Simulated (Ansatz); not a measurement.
# Doping YN for thermoelectric use — Ansatz, plane waves and PAW

Space group Fm-3m (No. 225), 2 atoms in the cell of the first input below: a = 3.449 Å, b = 3.449 Å, c = 3.449 Å, α = 60.00°, β = 60.00°, γ = 60.00°.

The cell was built from a prototype of a structure type listed for this compound, at its measured volume, taken without relaxation (pressure 2.9 GPa with this functional, without spin–orbit coupling). Functional: PBE.

Spin–orbit coupling is left out. Kohn–Sham gap between the band edges found on a fine mesh: 0.18 eV.

Levels at points 0.012 Å⁻¹ about the band edges give the masses:

```yaml
crystal:
  lattice:
    - [0.0, 2.4384994805, 2.4384994805]
    - [2.4384994805, 0.0, 2.4384994805]
    - [2.4384994805, 2.4384994805, 0.0]
  atoms:
    - { symbol: "Y", position: [0.5, 0.5, 0.5] }
    - { symbol: "N", position: [0.0, 0.0, 0.0] }
basis:
  ecutwfc: 420
  ecutrho_ratio: 4
kpoints:
  mp_grid: { grid: [12, 12, 12] }
hamiltonian:
  xc: pbe
scf:
  occupations: { method: gaussian, width: 0.05 }
output:
  forces: true
  stress: true
  eigenvalues: true
  eigenstates:
    kpoints:
      - [0.0, 0.0, 0.0]
      - [0.0, 0.004657191, 0.004657191]
      - [0.0, -0.004657191, -0.004657191]
      - [0.004657191, 0.0, 0.004657191]
      - [-0.004657191, 0.0, -0.004657191]
      - [0.004657191, 0.004657191, 0.0]
      - [-0.004657191, -0.004657191, 0.0]
      - [0.003293131, 0.003293131, 0.006586263]
      - [-0.003293131, -0.003293131, -0.006586263]
      - [0.003293131, 0.006586263, 0.003293131]
      - [-0.003293131, -0.006586263, -0.003293131]
      - [0.006586263, 0.003293131, 0.003293131]
      - [-0.006586263, -0.003293131, -0.003293131]
      - [0.005377661, 0.005377661, 0.005377661]
      - [-0.005377661, -0.005377661, -0.005377661]
      - [0.0, -0.5, -0.5]
      - [0.0, -0.495342809, -0.495342809]
      - [0.0, -0.504657191, -0.504657191]
      - [0.004657191, -0.5, -0.495342809]
      - [-0.004657191, -0.5, -0.504657191]
      - [0.004657191, -0.495342809, -0.5]
      - [-0.004657191, -0.504657191, -0.5]
      - [0.003293131, -0.496706869, -0.493413737]
      - [-0.003293131, -0.503293131, -0.506586263]
      - [0.003293131, -0.493413737, -0.496706869]
      - [-0.003293131, -0.506586263, -0.503293131]
      - [0.006586263, -0.496706869, -0.496706869]
      - [-0.006586263, -0.503293131, -0.503293131]
      - [0.005377661, -0.494622339, -0.494622339]
      - [-0.005377661, -0.505377661, -0.505377661]
    de_dk: true
    e_range: [-0.6901440792165, 0.6901440794316]
```

```bash
ansatz run input.yaml --threads 4 --pin off --max-ram 9216MiB --backend cpu --events-out ev --progress --plain --runs-dir out
```

Time: 0.63 s on 4 threads of Arm Neoverse V2, on a shared host, peak memory 0.29 GiB.

Edges at k = (0.000, 0.000, 0.000) and (0.000, -0.500, -0.500); masses in electron masses along fixed Cartesian directions (which need not be the axes of a valley), negative for hole-like bands, for at most the three nearest levels of the same spin at these k-points, within 0.3 eV:

| edge | band | from the edge (meV) | degeneracy | x | y | z | 111 |
| --- | --- | --- | --- | --- | --- | --- | --- |
| valence | 1 | 0 | 3 | -1.018 | -1.018 | -1.018 | -0.487 |
| valence | 2 | 0 | 3 | -1.018 | -1.018 | -1.018 | -0.487 |
| valence | 3 | 0 | 3 | -0.166 | -0.166 | -0.166 | -0.257 |
| conduction | 1 | 0 | 1 | 1.286 | 0.104 | 0.104 | 0.149 |

These curvatures agree with the slopes at the same points. They hold at the edge alone, and further out the bands need not be parabolic. Degenerate bands can be warped: each is named by its order in energy along a direction and has no mass tensor of its own.

The states of the whole zone with their velocity products:

```yaml
crystal:
  lattice:
    - [0.0, 2.4384994805, 2.4384994805]
    - [2.4384994805, 0.0, 2.4384994805]
    - [2.4384994805, 2.4384994805, 0.0]
  atoms:
    - { symbol: "Y", position: [0.5, 0.5, 0.5] }
    - { symbol: "N", position: [0.0, 0.0, 0.0] }
basis:
  ecutwfc: 420
  ecutrho_ratio: 4
kpoints:
  mp_grid: { grid: [12, 12, 12] }
hamiltonian:
  xc: pbe
scf:
  occupations: { method: gaussian, width: 0.05 }
output:
  forces: true
  stress: true
  eigenvalues: true
  states_by_energy: { minimum_broadening: 0.025 }
```

```bash
ansatz run input.yaml --threads 4 --pin off --max-ram 9216MiB --backend cpu --events-out ev --progress --plain --runs-dir out
```

Time: 15 s on 4 threads of Arm Neoverse V2, with other jobs on the host, peak memory 0.71 GiB.

From that table, at a constant relaxation time τ with Fermi–Dirac weights and rigid bands:

```tsv
T (K)	doping (cm⁻³)	μ − E_F (eV)	σ_xx/τ (10²⁰/Ω m s)	S_xx (μV/K)	Lorenz (10⁻⁸ V²/K²)	ħω_p,xx (eV)
300	n 1e19	0.100	0.0159	-216	1.97	0.279
300	p 1e19	-0.060	0.00556	316	2.78	0.165
300	n 1e20	0.223	0.136	-74	2.22	0.816
300	p 1e20	-0.141	0.0537	146	2.05	0.513
300	n 1e21	0.598	0.89	-21	2.42	2.088
300	p 1e21	-0.347	0.463	44	2.42	1.506
600	n 1e20	0.203	0.129	-133	2.12	0.794
600	n 1e21	0.592	0.883	-42	2.37	2.079
600	p 1e21	-0.331	0.457	96	2.63	1.496
900	n 1e21	0.581	0.872	-62	2.30	2.065
900	p 1e21	-0.302	0.45	150	2.77	1.484
```

7 rows with a Lorenz number over 3 are left out: with so small an uncorrected gap, carriers of both signs are excited across it there.

Question: Which of the dopings listed at 300 K has the largest power factor S²σ/τ along x?

Answer: n 1e19: 0.75, p 1e19: 0.56, n 1e20: 0.74, p 1e20: 1.1, n 1e21: 0.39, p 1e21: 0.89 (10¹¹ W/m K² s), so p 1e20 cm⁻³, if τ is the same for all.

Caveats: melting, decomposition and changes of phase at these temperatures weren't checked; no scattering is computed, and the gap isn't corrected; semilocal functionals can close or invert narrow gaps falsely.
